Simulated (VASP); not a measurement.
# VASP 6.6.1 run: BaTe

INCAR

```
ISIF = 2
LWAVE = .FALSE.
ENCUT = 600
LREAL = .FALSE.
IBRION = -1
NSW = 0
PREC = Accurate
SIGMA = 0.01
NELM = 78
NBANDS = 15
EDIFF = 1E-7
LASPH = .TRUE.
GGA = CA
ISMEAR = 0
LCHARG = .FALSE.
```

KPOINTS

```
KPOINTS created by Atomic Simulation Environment
0
Gamma
6 6 6
0 0 0
```

POSCAR

```
Ba Te
 1.0000000000000000
     0.0000000000000000    3.5323868449000000    3.5323868449000000
     3.5323868449000000    0.0000000000000000    3.5323868449000000
     3.5323868449000000    3.5323868449000000    0.0000000000000000
 Ba  Te
   1   1
Cartesian
  0.0000000000000000  0.0000000000000000  0.0000000000000000
  3.5323868449000000  3.5323868449000000  3.5323868449000000
```

The recommended LDA PAW datasets give the neutral cell 16 valence electrons.

Command

```
mpirun -np 1 vasp_std
```

OSZICAR

```
N       E                     dE             d eps       ncg     rms          rms(c)
DAV:   1     0.890590414396E+02    0.89059E+02   -0.66151E+03   480   0.983E+02
DAV:   2    -0.317050073770E+01   -0.92230E+02   -0.84904E+02   657   0.163E+02
DAV:   3    -0.957773252603E+01   -0.64072E+01   -0.63340E+01   667   0.452E+01
DAV:   4    -0.973772459287E+01   -0.15999E+00   -0.15995E+00   659   0.687E+00
DAV:   5    -0.973905260527E+01   -0.13280E-02   -0.13279E-02   667   0.607E-01    0.366E+00
DAV:   6    -0.958846715928E+01    0.15059E+00   -0.14749E-01   550   0.184E+00    0.235E+00
DAV:   7    -0.956737047779E+01    0.21097E-01   -0.89428E-02   579   0.148E+00    0.765E-01
DAV:   8    -0.956697744014E+01    0.39304E-03   -0.11593E-02   529   0.572E-01    0.163E-01
DAV:   9    -0.956703924108E+01   -0.61801E-04   -0.10282E-03   543   0.184E-01    0.573E-02
DAV:  10    -0.956696050496E+01    0.78736E-04   -0.19139E-04   620   0.831E-02    0.150E-02
DAV:  11    -0.956696777807E+01   -0.72731E-05   -0.41593E-05   530   0.318E-02    0.150E-02
DAV:  12    -0.956696472262E+01    0.30555E-05   -0.95877E-06   564   0.155E-02    0.155E-03
DAV:  13    -0.956696478638E+01   -0.63763E-07   -0.42601E-07   627   0.341E-03
   1 F= -.95669648E+01 E0= -.95669648E+01  d E =-.892274E-33
```

Standard output (part)

```
POSCAR found type information on POSCAR BaTe
 POSCAR found :  2 types and       2 ions
 LDA part: xc-table for (Slater(with rela. corr.)+CA(PZ))
 , standard interpolation
 POSCAR, INCAR and KPOINTS ok, starting setup
 WAVECAR not read
 entering main loop
```

From OUTCAR

```
k-points           NKPTS =     16   k-points in BZ     NKDIM =     16   number of bands    NBANDS=     15

   NELECT =      16.0000    total number of electrons

   dimension x,y,z NGX =    40 NGY =   40 NGZ =   40
   dimension x,y,z NGXF=    80 NGYF=   80 NGZF=   80

  energy-cutoff  :      600.00
  volume of cell :       88.15
      direct lattice vectors                 reciprocal lattice vectors
     0.000000000  3.532386845  3.532386845    -0.141547351  0.141547351  0.141547351
     3.532386845  0.000000000  3.532386845     0.141547351 -0.141547351  0.141547351
     3.532386845  3.532386845  0.000000000     0.141547351  0.141547351 -0.141547351

 k-points in reciprocal lattice and weights: KPOINTS created by Atomic Simulation Env
   0.00000000  0.00000000  0.00000000       0.005
   0.16666667  0.00000000  0.00000000       0.037
   0.33333333  0.00000000  0.00000000       0.037
   0.50000000  0.00000000  0.00000000       0.019
   0.16666667  0.16666667  0.00000000       0.028
   0.33333333  0.16666667  0.00000000       0.111
   0.50000000  0.16666667  0.00000000       0.111
  -0.33333333  0.16666667  0.00000000       0.111
   ...

 E-fermi :   1.9931

 k-point     1 :       0.0000    0.0000    0.0000
  band No.  band energies     occupation
      1     -25.1092      2.00000
      2     -10.2713      2.00000
      3     -10.2713      2.00000
      4     -10.2713      2.00000
      5      -7.6364      2.00000
      6       1.9115      2.00000
      7       1.9115      2.00000
      8       1.9115      2.00000
      9       4.4934      0.00000
     10       4.7343      0.00000
     11       4.7343      0.00000
     12       4.7343      0.00000
     13       5.3735      0.00000
     14       5.3735      0.00000
     15       8.7443      0.00000

 k-point     2 :       0.1667    0.0000    0.0000
  band No.  band energies     occupation
      1     -25.1063      2.00000
      2     -10.3809      2.00000
      3     -10.2742      2.00000
      4     -10.2742      2.00000
      5      -7.4595      2.00000
      6       1.0990      2.00000
      7       1.5450      2.00000
      8       1.5450      2.00000
      9       4.7428      0.00000
     10       5.0621      0.00000
     11       5.0621      0.00000
     12       5.6199      0.00000
     13       6.1057      0.00000
     14       6.1057      0.00000
     15       9.5468      0.00000

 k-point     3 :       0.3333    0.0000    0.0000
  band No.  band energies     occupation
      1     -25.1005      2.00000
      2     -10.5713      2.00000
      3     -10.2800      2.00000
      4     -10.2800      2.00000
      5      -7.1242      2.00000
      6       0.0894      2.00000
      7       1.0231      2.00000
      8       1.0231      2.00000
      9       5.1693      0.00000
     10       5.8962      0.00000
     11       5.8962      0.00000
     12       6.9941      0.00000
     13       7.6873      0.00000
     14       7.6873      0.00000
     15       9.6888      0.00000

 ...

  Total       -1.1880011     -1.1880011     -1.1880011     -0.0000000     -0.0000000      0.0000000
  in kB      -21.5919893    -21.5919893    -21.5919893     -0.0000000     -0.0000000      0.0000000
  external PRESSURE =     -21.5919893 kB  Pullay stress =       0.0000000 kB

 POSITION                                       TOTAL-FORCE (eV/Angst)
 -----------------------------------------------------------------------------------
      0.00000      0.00000      0.00000         0.000000     -0.000000      0.000000
      3.53239      3.53239      3.53239        -0.000000      0.000000     -0.000000
 -----------------------------------------------------------------------------------
    total drift:                                0.000000     -0.000000     -0.000000

  FREE ENERGIE OF THE ION-ELECTRON SYSTEM (eV)
  ---------------------------------------------------
  free  energy   TOTEN  =        -9.5669647864 eV

  energy  without entropy=       -9.5669647864  energy(sigma->0) =       -9.56696479
```

It converged. Results: gap between bands v and c on the k mesh 1.45 eV; least direct gap on the k mesh 1.83 eV; pressure -2.2 GPa. Band v is the last that the valence electrons fill when counted band by band, and c is the next.

For comparison, a separate LDA run of the intended cell, on usual settings and not on those above, gives a gap of 1.45 eV on its mesh and a pressure of -2.2 GPa.

The run above took about 10 s on one core of a shared host (Intel Xeon 6975P-C) and held 0.19 GiB at most.
